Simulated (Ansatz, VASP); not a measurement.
## One calculation of Ag, two programs

File INCAR:

```
PREC = Accurate
ENCUT = 520
EDIFF = 1E-6
ISMEAR = -1
SIGMA = 0.05
LREAL = False
LASPH = True
NELM = 80
ALGO = Normal
ISIF = 2
LWAVE = False
LCHARG = False
GGA = CA
NBANDS = 30
```

File KPOINTS:

```
regular mesh
0
Gamma
  11 11 3
```

POSCAR

```
Ag
1.0
    2.8862000000      0.0000000000      0.0000000000
   -1.4431000000      2.4995225204      0.0000000000
    0.0000000000      0.0000000000     10.0000000000
Ag
4
Direct
    0.0000000000      0.0000000000      0.5000000000
    0.0000000000      0.0000000000      0.0000000000
    0.6666666667      0.3333333333      0.7500000000
    0.3333333333      0.6666666667      0.2500000000
```

The input input.yaml:

```yaml
crystal:
  lattice:
    - [2.8862, 0.0, 0.0]
    - [-1.4431, 2.4995225204, 0.0]
    - [0.0, 0.0, 10.0]
  atoms:
    - { symbol: Ag, position: [0.0, 0.0, 0.5] }
    - { symbol: Ag, position: [0.0, 0.0, 0.0] }
    - { symbol: Ag, position: [0.6666666667, 0.3333333333, 0.75] }
    - { symbol: Ag, position: [0.3333333333, 0.6666666667, 0.25] }
kpoints:
  mp_grid: { grid: [11, 11, 3] }
  band_path:
    path:
      - [0.0, 0.0, 0.0]
      - [0.5, 0.0, 0.0]
      - [0.3333333333, 0.3333333333, 0.0]
      - [0.0, 0.0, 0.0]
      - [0.0, 0.0, 0.5]
      - [0.5, 0.0, 0.5]
      - [0.3333333333, 0.3333333333, 0.5]
      - [0.0, 0.0, 0.5]
    npoints: 10
scf:
  occupations: { method: fermi_dirac, width: 0.05 }
hamiltonian:
  xc: lda
  pseudopotentials: { kind: all_electron, lapw: { basis_error: 0.002 } }
output:
  forces: true
  stress: true
  eigenvalues: true
```

Alike in both runs: functional LDA; k mesh 11 × 11 × 3; occupations fermi-dirac, width 0.05 eV; no spin polarisation.

```csv
,VASP,Ansatz
version,VASP 6.6.1,Ansatz 0.2.0
potentials or method,"VASP PAW LDA potentials, release 64 (Ag)","all-electron LAPW, scalar-relativistic"
plane-wave cutoff (eV),520,see its input
task,single point,band structure
```

|  | VASP | Ansatz | Ansatz less VASP |
| --- | --- | --- | --- |
| gap on the k mesh at the Fermi level (eV) | none | none | - |
| pressure (GPa) | -11.2 | -11.4 | -0.16 |
| largest component of the traceless stress (GPa) | 1.82 | 1.80 | -0.024 |

A gap of «none» marks a metal or a gap that the smearing closes. Ansatz ran all-electron here, so the differences hold the error of VASP's frozen core and of both bases.
